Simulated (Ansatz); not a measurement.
GaP: a jump of As

Method: Ansatz, DFT PBE, scalar-relativistic, plane waves, PAW. (420 eV cutoff, 2×2×2 k-mesh, Gaussian smearing of 0.02 eV, no spin polarisation)

In a supercell of 16 host sites, As trades places with a neighbouring P vacancy, moving 3.90 Å between the relaxed ends. Climbing-image nudged elastic band at fixed cell with images 0 (start) to 6 (end), the path measured over all atoms, converged to 0.05 eV/Å; the order of the saddle wasn't checked, and the small cell leaves errors of about a tenth of an eV.

A cell with an odd number of electrons and no spin polarisation is a metal by construction and may be lower with spin.

Start:

```yaml
crystal:
  lattice:
    - [0.00000, 5.50512, -5.50512]
    - [5.50512, 5.50512, 0.00000]
    - [5.50512, 0.00000, -5.50512]
  atoms:
    - { symbol: Ga, position: [0.50218, 0.50254, 0.99273] }
    - { symbol: Ga, position: [0.49725, 0.99701, 0.00874] }
    - { symbol: Ga, position: [0.99968, 0.50102, 0.99968] }
    - { symbol: Ga, position: [0.99968, 0.99962, 0.99968] }
    - { symbol: Ga, position: [0.50001, 0.51248, 0.50001] }
    - { symbol: Ga, position: [0.50001, 0.98751, 0.50001] }
    - { symbol: Ga, position: [0.99273, 0.50254, 0.50218] }
    - { symbol: Ga, position: [0.00874, 0.99701, 0.49725] }
    - { symbol: As, position: [0.37551, 0.37449, 0.37551] }
    - { symbol: P, position: [0.87503, 0.37468, 0.37483] }
    - { symbol: P, position: [0.87503, 0.87546, 0.37483] }
    - { symbol: P, position: [0.37483, 0.37468, 0.87503] }
    - { symbol: P, position: [0.37483, 0.87546, 0.87503] }
    - { symbol: P, position: [0.87515, 0.37485, 0.87515] }
    - { symbol: P, position: [0.87436, 0.87564, 0.87436] }
```

Atom 9 jumps to (1.376, 1.376, -4.370) Å.

(1) Give the energy along the band and the structure at its top.

## Answers

(1)
```tsv
image	path (Å)	E − E(0) (eV)	As x (Å)	As y (Å)	As z (Å)	force on As (eV/Å)
0	0.00	0.000	4.129	4.129	-4.134	0.01
1	1.23	0.510	3.582	3.582	-3.915	0.68
2	2.47	0.954	2.772	2.772	-3.705	0.02
3	3.42	0.605	2.288	2.348	-3.775	0.07
4	4.38	0.277	1.709	1.712	-4.019	0.63
5	5.33	0.039	1.339	1.340	-4.175	0.13
6	6.29	-0.190	1.376	1.376	-4.370	0.01
```

Barrier 0.95 eV. An image lies below the start, so the start isn't the lowest place along this path. Image 2:
```yaml
crystal:
  lattice:
    - [0.00000, 5.50512, -5.50512]
    - [5.50512, 5.50512, 0.00000]
    - [5.50512, 0.00000, -5.50512]
  atoms:
    - { symbol: Ga, position: [0.49938, 0.47315, 0.01157] }
    - { symbol: Ga, position: [0.49952, 0.02894, 0.00805] }
    - { symbol: Ga, position: [0.99160, 0.51394, 0.99160] }
    - { symbol: Ga, position: [0.01031, 0.99523, 0.01031] }
    - { symbol: Ga, position: [0.45801, 0.55101, 0.45800] }
    - { symbol: Ga, position: [0.55412, 0.94820, 0.55413] }
    - { symbol: Ga, position: [0.01162, 0.47316, 0.49937] }
    - { symbol: Ga, position: [0.00800, 0.02899, 0.49952] }
    - { symbol: As, position: [0.33650, 0.16710, 0.33652] }
    - { symbol: P, position: [0.83451, 0.40735, 0.36363] }
    - { symbol: P, position: [0.91795, 0.85317, 0.38638] }
    - { symbol: P, position: [0.36363, 0.40731, 0.83451] }
    - { symbol: P, position: [0.38638, 0.85315, 0.91797] }
    - { symbol: P, position: [0.87677, 0.36785, 0.87676] }
    - { symbol: P, position: [0.87668, 0.88979, 0.87667] }
```

Cost: 1 run of about 23 core-minutes, on Arm Neoverse V1 (shared hosts).